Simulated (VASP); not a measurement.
# Sb: restarted molecular dynamics, 2 variants

Sb, Im-3m (no. 229), 12 atoms in the cell. PBE, molecular dynamics; PAW potentials Sb (PBE set).

| Restart from | Temperature at the end (K) | The same without a restart (K) | Potential energy at the end (eV/atom) | The same without a restart (eV/atom) | Electronic steps in the first step after the restart | Time (s) |
|---|---|---|---|---|---|---|
| CONTCAR with velocities, WAVECAR read | 1016.0 | 1016.0 | -3.74185 | -3.74184 | 4 | 584 |
| CONTCAR with velocities, no WAVECAR | 1016.0 | 1016.0 | -3.74185 | -3.74184 | 13 | 655 |

Limits: 240 fs of 12 atoms are too short for converged averages; the cell is only 5.3 Å across, so each atom moves in step with near copies of itself.

## Input of the first row

INCAR.step1:
```
SYSTEM = Sb
ALGO = Fast
EDIFF = 1E-6
ENCUT = 200
GGA = PE
IBRION = 0
ISIF = 2
ISMEAR = -1
ISYM = 0
KPAR = 2
LASPH = .True.
LCHARG = .False.
LREAL = Auto
LWAVE = .True.
MDALGO = 4
NELM = 60
NELMIN = 4
NHC_NCHAINS = 3
NHC_PERIOD = 30
NSW = 30
POTIM = 4.0
PREC = Normal
RANDOM_SEED = 322055 0 0
SIGMA = 0.069
TEBEG = 1600
```

INCAR.step2, as INCAR.step1 but for:
```
- LWAVE = .True.
+ LWAVE = .False.
```

KPOINTS:
```
k-points
0
Monkhorst-Pack
  2 2 2
```

POSCAR.step1:
```
Sb
1.0
   -3.7426817726      3.7426817726      3.7426817726
    3.7426817726     -3.7426817726      3.7426817726
    5.6140226589      5.6140226589     -5.6140226589
Sb
12
Direct
    0.0000000000      0.0000000000      0.0000000000
    0.0000000000      0.0000000000      0.3333333333
    0.0000000000      0.0000000000      0.6666666667
    0.0000000000      0.5000000000      0.0000000000
    0.0000000000      0.5000000000      0.3333333333
    0.0000000000      0.5000000000      0.6666666667
    0.5000000000      0.0000000000      0.0000000000
    0.5000000000      0.0000000000      0.3333333333
    0.5000000000      0.0000000000      0.6666666667
    0.5000000000      0.5000000000      0.0000000000
    0.5000000000      0.5000000000      0.3333333333
    0.5000000000      0.5000000000      0.6666666667
```

Commands (each step's output is kept before the next begins):
```
cat potpaw_PBE.64/Sb/POTCAR > POTCAR
cp INCAR.step1 INCAR
cp POSCAR.step1 POSCAR
mpirun -np 2 vasp_std > vasp.out
cp CONTCAR POSCAR
cp INCAR.step2 INCAR
mpirun -np 2 vasp_std > vasp.out
```

Changes of the last row against the first:
```
(step 1)
- LWAVE = True
+ LWAVE = False
```

VASP 6.6.1 took 584 s on 2 cores (AMD EPYC 7R43 (Zen 3)), a shared host.
